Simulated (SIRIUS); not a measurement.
Input of a SIRIUS 7.12.0 run:

The input sirius.json:

```json
{
  "control": {
    "processing_unit": "cpu",
    "verbosity": 1,
    "num_bands_to_print": 16,
    "print_forces": false,
    "print_stress": true
  },
  "parameters": {
    "electronic_structure_method": "pseudopotential",
    "xc_functionals": ["XC_GGA_X_PBE_SOL", "XC_GGA_C_PBE_SOL"],
    "gk_cutoff": 9.2,
    "pw_cutoff": 18.4,
    "ngridk": [7, 7, 7],
    "shiftk": [0, 0, 0],
    "smearing": "fermi_dirac",
    "smearing_width": 0.0018374661,
    "num_bands": 16,
    "num_mag_dims": 0,
    "num_dft_iter": 100,
    "energy_tol": 1e-08,
    "density_tol": 1e-06
  },
  "iterative_solver": {
    "type": "davidson",
    "min_tolerance": 1e-10
  },
  "mixer": {
    "type": "anderson",
    "beta": 0.7,
    "max_history": 8
  },
  "settings": {
    "tol_ne": 1e-10,
    "pseudo_grid_cutoff": 6.5
  },
  "unit_cell": {
    "lattice_vectors": [
      [0.0, 4.263222137156, 4.263222137156],
      [4.263222137156, 0.0, 4.263222137156],
      [4.263222137156, 4.263222137156, 0.0]
    ],
    "atom_coordinate_units": "lattice",
    "atom_types": ["Hf", "N"],
    "atom_files": {
      "N": "N.json",
      "Hf": "Hf.json"
    },
    "atoms": {
      "Hf": [
        [0.0, 0.0, 0.0]
      ],
      "N": [
        [0.5, 0.5, 0.5]
      ]
    }
  }
}
```

Potentials or basis: PseudoDojo 0.4.1 PBE standard (scalar relativistic).

The run is started by

```bash
$ upf_to_json N.upf
$ upf_to_json Hf.upf
$ OMP_NUM_THREADS=1 sirius.scf --input=sirius.json --output=out.json --task=3 --volume_scale0=0.94 --volume_scale1=1.06 --num_eos_points=7
```

**Question.** Estimate the equilibrium volume.

**Answer.** 11.43 Å³/atom.

**Question.** Predict the bulk modulus.

**Answer.** 284 GPa.

**Question.** Predict the pressure derivative of the bulk modulus.

**Answer.** 4.3.

Energy against volume, from the lowest point:
```tsv
volume (Å³/atom)	energy (meV/atom)
10.793	35.17
11.023	13.86
11.252	2.48
11.482	0.00
11.712	5.53
11.941	18.26
12.171	37.45
```

Caveat: the potentials were made for another functional, which shifts forces and pressure. Spin-orbit coupling is left out, which matters for the levels of Hf.
